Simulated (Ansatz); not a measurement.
## SrO (P6_3/mmc), stationary points along a deformation path

Computed with Ansatz, DFT LDA, scalar-relativistic, plane waves, PAW. Settings: plane waves to 420 eV, k-mesh 9×9×4 (Γ-centred), Gaussian smearing 0.05 eV. No spin polarisation. Energies are free energies at this smearing, counted from the undisturbed cell; pressure is positive in compression.

Reference structure (as given, not relaxed at this level; it stands at -5.6 GPa; this form isn't the usual structure):

```
Sr O
1.0
     3.55329    0.00000    0.00000
    -1.77664    3.07724    0.00000
     0.00000    0.00000    6.21730
Sr O
2 2
Direct
  0.33333 0.66667 0.25000
  0.66667 0.33333 0.75000
  0.00000 0.00000 0.00000
  0.00000 0.00000 0.50000
```

At fixed volume and fractional coordinates, lengths along (0.000, 0.000, 1.000) are scaled against those across it; ρ is that ratio over its starting value. V = 16.995 Å³/atom. Δσ is the stress along the axis less the mean stress across it (compression positive).

```
    ρ  ΔE (meV/atom)  Δσ (GPa) space group
0.800          286.5     36.11     P6_3/mmc
0.850          151.9     26.64     P6_3/mmc
0.920           38.5     13.76     P6_3/mmc
0.960            8.1      6.44     P6_3/mmc
1.000            0.0     -0.94     P6_3/mmc
1.050           19.2    -10.29     P6_3/mmc
1.100           68.6    -19.83     P6_3/mmc
1.200          249.7    -39.40     P6_3/mmc
1.300          528.1    -59.21     P6_3/mmc
```

Question: How does the stress give the slope of the energy, and where is the energy stationary?

Answer: Along the path d ln(length) is 2/3 d ln ρ on the axis and −1/3 d ln ρ across it, so dE/d ln ρ = −(2/3) V Δσ: the energy falls with ρ where Δσ is positive. Δσ vanishes or changes sign between ρ = 0.960 and 1.000, a minimum (near 0.99 by linear interpolation). Pairs of stationary points between two samples would go unseen, and could change a minimum read from distant neighbours into a maximum.

Question: Integrate that slope from ρ = 1 to 0.850 by the trapezoid rule.

Answer: With V/N in Å³ and 1 eV/Å³ = 160.2 GPa the slopes at ρ = 1.000, 0.960, 0.920, 0.850 are 66, -455, -973, -1884 meV/atom per unit of ln ρ. The steps add 7.9 + 30.4 + 113.0 = 151.4 meV/atom, against 151.9 from the energies; the trapezoid rule misses the curvature of the slope within each step.